**Q:** I have a WS₂ crystal and want its response to a fast electric field, one that moves the electrons but leaves the ions in place. How large is it, and how much does squeezing the crystal change it?

**A:** The dielectric constant is about 12 for a field along the layers and about 5 for a field across them. In the table, xx and yy are the two directions in the layers and zz is the direction across. When the volume grows by about 10%, xx rises by 2 to 3% while zz falls by about 7%.

Clamped-ion dielectric constants of WS₂ (P6₃/mmc) at uniformly scaled volumes, from GPAW 26.7.0 in the random-phase approximation with local fields, on PBE states without spin–orbit coupling. The calculations use PAW data sets (gpaw-data 1.2.1), a 400 eV plane-wave cutoff, and k meshes of 8 × 8 × 2 for the ground state and 13 × 13 × 3 for the response.

```tsv
volume (Å³/atom)	c/a	shortest distance (Å)	dielectric xx	dielectric yy	dielectric zz
17.150	3.9308	2.362	?	?	?
17.515	3.9309	2.378	12.051	12.051	5.280
17.880	3.9308	2.395	12.111	12.111	5.195
18.245	3.9308	2.411	12.169	12.169	5.114
18.610	3.9308	2.427	12.206	12.206	5.038
18.975	3.9309	2.443	12.274	12.274	4.965
19.340	3.9308	2.458	12.356	12.356	4.897
```

**Q:** The most compressed row is blank. What would you expect there? Begin with zz.

**A:** Across the layers, each WS₂ sheet polarises and shields its own interior, while the space between sheets is shielded much less. So the question is how much of the cell's height $c$ is shielded. Call this effective length $S$. The displacement field is the same all the way through the stack, which gives

$$1-\frac{1}{zz}=\frac{S}{c}.$$

If $S$ grew in step with $c$, zz would stay constant. If $S$ did not grow at all, zz would fall faster on expansion than it does. The known rows lie in between: from 17.515 to 19.340 Å³/atom, $c$ grows by 3.4% and $S$ by only 1.5%. In this picture, expansion adds mostly poorly shielded space, and compression removes it.

**Q:** Is there any sign of this in the calculation, apart from the formula?

**A:** There is an indirect one. The calculation can be repeated without local fields, that is, without the uneven fields that the induced charges create inside the cell. The fall of zz over the known rows then shrinks from 0.38 to 0.08. Most of the trend thus enters through local fields. That fits the layer picture but doesn't prove it, since any uneven response of the charge within the cell creates such fields. Bonds and layer spacing stretch together here, so their separate shares remain unknown.

**Q:** Then give me a number.

**A:** A fit to the six known rows, with $S$ varying linearly with $c$, gives $S/c = 0.3543 + 5.626\,\text{Å}/c$. The blank row has $c = 12.245$ Å, so $S/c = 0.3543 + 0.4595 = 0.8138$. Hence $zz = 1/(1-0.8138) = 5.37$. I allow 5.36 to 5.38, which puts it above every known row.

**Q:** Now xx. The band gap widens as the crystal expands. Shouldn't that make the electrons harder to polarise?

**A:** The gap that widens is the fundamental one, between states of different crystal momentum. A uniform field mixes states of the same momentum, and the smallest gap of that kind found on the k mesh narrows by 12% over the known rows. Screening adds up many such transitions, so what counts is a mean transition energy $E$. For a fixed number of electrons in a volume $V$,

$$xx-1\propto\frac{1}{V E^2}.$$

Longer bonds of length $d$ mean weaker overlap, and a rough rule, made for s and p orbitals, is $E\propto 1/d^2$. As $V\propto d^3$, this leaves $xx-1\propto d$: softer electrons more than make up for their dilution. Without local fields, the known end rows imply a fall of $E$ by 6.4%, which is what the rule gives. The close match is partly luck, however. Overlap with the d orbitals of tungsten is expected to weaken faster than the rule says. Also, the steps of xx without local fields grow steadily with volume, while the rule makes them nearly equal. Nor does the rule tell directions apart: it would make zz rise too, yet zz still falls slightly without local fields. So for xx the rule gives the right sign and rough size of the change, not its exact course.

**Q:** So you simply scale xx with bond length?

**A:** Not strictly, because local fields damp the rise and the rule ignores them. I use a straight line in the cell's linear size, fitted to the six known rows, which gives 11.99. My range is 11.95 to 12.03, below every known row. It is that wide because the step into 18.610 Å³/atom is oddly small, and the oddity vanishes without local fields. A plane-wave set that changes with volume may be the cause, but this was not tested. If it is, part of the damping is numerical too, since over two fifths of it enters in that one step. Both ranges are judgements, not statistical limits.

**Q:** Let us see the computed row.

The withheld rows as computed:

```tsv
volume (Å³/atom)	c/a	shortest distance (Å)	dielectric xx	dielectric yy	dielectric zz
17.150	3.9308	2.362	11.998	11.998	5.371
```

**A:** Both values fall within their ranges. The zz forecast agrees to about 0.001, and xx came out 0.01 above its forecast, a miss about as large as the usual scatter about the line. Strict proportionality to bond length would have given 11.93, too low by 0.07, so that rule explains the direction of the trend better than its size. The printed analysis after this text gives the fits and misses.

**Q:** Does the zz result prove the layer picture?

**A:** No. The blank row was only one small step beyond the others, and a smooth curve with two constants should manage that. Even a rule without any layers, $zz-1\propto 1/V$, comes close with 5.38. The change seen when local fields are removed tells more, but it too is indirect.

**Q:** Can I use these numbers for a crystal under real pressure?

**A:** Only with care. Here all lengths shrink in proportion, whereas real pressure closes the soft space between layers first. The absolute values are also less safe than the trends: the response is computed in the random-phase approximation on PBE states, whose gaps are too small, spin–orbit coupling is left out, and the optical matrix elements are incomplete. The response used 13 × 13 × 3 k points, and convergence with that mesh was not shown.

Numerical output:

```
fit of scr on 6 rows: constant 0.3543 +/- 0.00042, coefficient of inv_edge 5.626 +/- 0.0052; rms 9.39e-06, worst 18.61 -1.43e-05, leave-one-out rms 1.47e-05
  rows outside the fit (model, value, miss): 17.15 0.8138, 0.8138, 2.44e-05
zz forecast at 17.150, layer model: 5.372
zz forecast less computed at 17.150, layer model: 0.0007042
largest zz miss on the known rows, layer model: 0.0003621
zz forecast at 17.150, simple dilution: 5.381
largest zz miss on the known rows, simple dilution: 0.01229
fit of dielectric_xx on 6 rows: constant 3.33 +/- 0.49, coefficient of size 3.357 +/- 0.19; rms 0.0111, worst 18.61 0.0188, leave-one-out rms 0.018
  rows outside the fit (model, value, miss): 17.15 11.99, 12, -0.0122
xx forecast at 17.150, strict proportional law: 11.93
largest xx miss on the known rows, strict proportional law: 0.04272
growth of edge c from 17.515 to 19.340 in %: 3.357
growth of screening length S from 17.515 to 19.340 in %: 1.469
growth of (zz - 1) x volume from 17.515 to 19.340 in %: 0.5386
change of zz from 17.515 to 19.340: -0.383
change of zz without local fields, same rows: -0.0831
change of xx from 17.515 to 19.340: 0.305
change of xx without local fields, same rows: 0.4114
change of mean transition energy implied by xx without local fields in %: -6.434
change expected from the inverse-square bond rule in %: -6.394
change of smallest direct gap on the mesh in %: -11.97
change of fundamental gap on the mesh in %: 5.216
xx step from 18.245 to 18.610: 0.037
same xx step without local fields: 0.0828
```
